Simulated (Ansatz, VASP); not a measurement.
Os: VASP beside Ansatz

File INCAR:

```
  PREC = Accurate
  ENCUT = 520
  EDIFF = 1E-6
  ISMEAR = -1
  SIGMA = 0.05
  LREAL = F
  LASPH = T
  NELM = 80
  ALGO = Normal
  ISIF = 2
  LWAVE = F
  LCHARG = F
  GGA = PS
  NBANDS = 10
```

File KPOINTS:

```
regular mesh
0
Gamma
  14 14 14
```

File POSCAR:

```
Os
1.0
    0.0000000000      1.9450000000      1.8866500000
    1.9450000000      0.0000000000      1.8866500000
    1.9450000000      1.9450000000      0.0000000000
Os
1
Direct
    0.0000000000      0.0000000000      0.0000000000
```

Input for Ansatz:

```yaml
crystal:
  lattice:
    - [0.0, 1.945, 1.88665]
    - [1.945, 0.0, 1.88665]
    - [1.945, 1.945, 0.0]
  atoms:
    - { symbol: Os, position: [0.0, 0.0, 0.0] }
kpoints:
  mp_grid: { grid: [14, 14, 14] }
  band_path:
    path:
      - [0.0, 0.0, 0.0]
      - [0.0, 0.5, 0.5]
      - [0.25, 0.75, 0.5]
      - [0.0, 0.5, 0.0]
      - [0.0, 0.0, 0.0]
      - [0.5, 0.5, 0.0]
      - [0.3828515251, 0.6171484749, 0.0]
      - [-0.3828515251, 0.3828515251, 0.0]
      - [0.0, 0.0, 0.0]
    npoints: 5
scf:
  occupations: { method: fermi_dirac, width: 0.05 }
hamiltonian:
  xc: pbesol
  pseudopotentials: { kind: all_electron, lapw: { basis_error: 0.0005 } }
output:
  forces: true
  stress: true
  eigenvalues: true
```

Change from the starting cell: zz strain of -3 %.

Alike in both runs: task single point; functional PBEsol; k mesh 14 × 14 × 14; occupations fermi-dirac, width 0.05 eV; no spin polarisation.

|  | VASP | Ansatz |
| --- | --- | --- |
| version | VASP 6.6.1 | Ansatz 0.2.0 |
| potentials or method | VASP PAW PBE potentials, release 64 (Os) | all-electron LAPW, scalar-relativistic |
| plane-wave cutoff (eV) | 520 | see its input |

```tsv
	VASP	Ansatz	Ansatz less VASP
pressure (GPa)	-8.8	-9.1	-0.24
largest component of the traceless stress (GPa)	6.20	6.23	+0.022
```

Ansatz ran all-electron here, so the differences hold the error of VASP's frozen core and of both bases.

Caveats: the PAW data sets were made with another functional, which shifts forces and pressure a little (VASP). Spin-orbit coupling is left out, which matters for the levels of Os.
